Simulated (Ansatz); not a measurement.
**LiH: a single-point run**

Wanted: a converged single-point run for LiH, and a check of what comes out. The structure is shown as the input types it. The cell is built on a prototype (zincblende) and needn't be the phase found in nature.

Program: Ansatz 0.2.0. Level of theory: density functional or hybrid calculation with the settings of its input, plane waves (as first typed). These are calculated values, not measurements.

4 further runs of the same task are left out: 4 that didn't finish.

## Step 1: The structure to begin with

The structure is cubic, space group F-43m (No. 216). The conventional cell has a = 4.290 Å, b = 4.290 Å, c = 4.290 Å, α = 90.00°, β = 90.00°, γ = 90.00°. Li (site symmetry -43m) is surrounded by 4 H at 1.86 Å. H (site symmetry -43m) is surrounded by 4 Li at 1.86 Å.

Coordinates:

```cif
data_structure
_symmetry_space_group_name_H-M 'F-43m'
_symmetry_Int_Tables_number 216
_cell_length_a 4.2902
_cell_length_b 4.2902
_cell_length_c 4.2902
_cell_angle_alpha 90.000
_cell_angle_beta 90.000
_cell_angle_gamma 90.000
_cell_volume 78.97
loop_
_atom_site_label
_atom_site_type_symbol
_atom_site_symmetry_multiplicity
_atom_site_Wyckoff_symbol
_atom_site_fract_x
_atom_site_fract_y
_atom_site_fract_z
_atom_site_occupancy
Li1 Li 4 a 0.00000 0.00000 0.00000 1
H1 H 4 d 0.25000 0.25000 0.75000 1
```

## Step 2: The run

input.yaml

```yaml
crystal:
  lattice:
    - [0.0, 2.1451220099, 2.1451220099]
    - [2.1451220099, 0.0, 2.1451220099]
    - [2.1451220099, 2.1451220099, 0.0]
  atoms:
    - { symbol: Li, position: [0.0, 0.0, 0.0] }
    - { symbol: H, position: [0.25, 0.25, 0.25] }
kpoints:
  mp_grid: { grid: [8, 8, 8] }
hamiltonian:
  xc: pbesol
scf:
  occupations: { method: fixed }
  n_extra_bands: 4
  max_iter: 51
output:
  forces: true
  stress: true
  eigenvalues: true
basis:
  ecutwfc: 160
```

Launch:

```bash
> ansatz run input.yaml --threads 4 --pin off --max-ram 3686MiB --backend cpu --events-out ev --progress --plain --runs-dir out
```

What happens when this is run?

The program finished normally, with warnings (cutoff below recommended). Its log warns: «basis.ecutwfc = 160 eV is below the records' recommended 420 eV ...»

The suspect setting: basis.ecutwfc is 160. With so few plane waves the basis is incomplete by a wide margin. The potentials' recommended cutoff is 420 eV.

Run again and compare: delete basis.ecutwfc (the default then holds).
